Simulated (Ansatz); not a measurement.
Crystal: MnS.

```
Mn S
1.0
     3.49801    0.00000    0.00000
     1.74900    3.02936    0.00000
     1.74900    1.00979    2.85611
Mn S
1 1
Cartesian
  3.4790 0.0800 0.0739
  5.2232 3.0068 2.1801
```

The cell is a database's computed one.

The cell isn't the ideal one: atoms moved at random, drawn with an rms of 0.15 Å.

```yaml
Program: Ansatz 0.2.0
Task: relaxation of the atoms
Functional: BLYP
Dispersion: D3(BJ)
Potentials_or_basis: all-electron LAPW, scalar-relativistic
Basis_error_allowed: 0.001 eV/atom
k_mesh: 9 × 9 × 9
Occupations: fermi-dirac, width 0.1 eV
Spin: collinear spin, program default start, total moment locked
Fixed_moment: 0 μB
```

At the start: volume 15.13 Å³/atom.

Question: Where does the relaxation end?

Answer: Over 5 steps the energy falls by 44.2 meV/atom; space group F-43m (No. 216, to 0.05 Å).

The path:
| step | energy change (eV) | largest force (eV/Å) |
| --- | --- | --- |
| 1 | 0.0000 | 1.6671 |
| 2 | -0.0691 | 0.7522 |
| 3 | -0.0883 | 0.0173 |
| 4 | -0.0883 | 0.0166 |
| 5 | -0.0883 | 0.0002 |

Final structure:
```
Mn S
1.0
     3.49801    0.00000    0.00000
     1.74900    3.02936    0.00000
     1.74900    1.00979    2.85611
Mn S
1 1
Direct
  0.98261 0.00295 0.01959
  0.73261 0.75295 0.76959
```

Caveat: the total moment is fixed, so each spin has its own Fermi level.
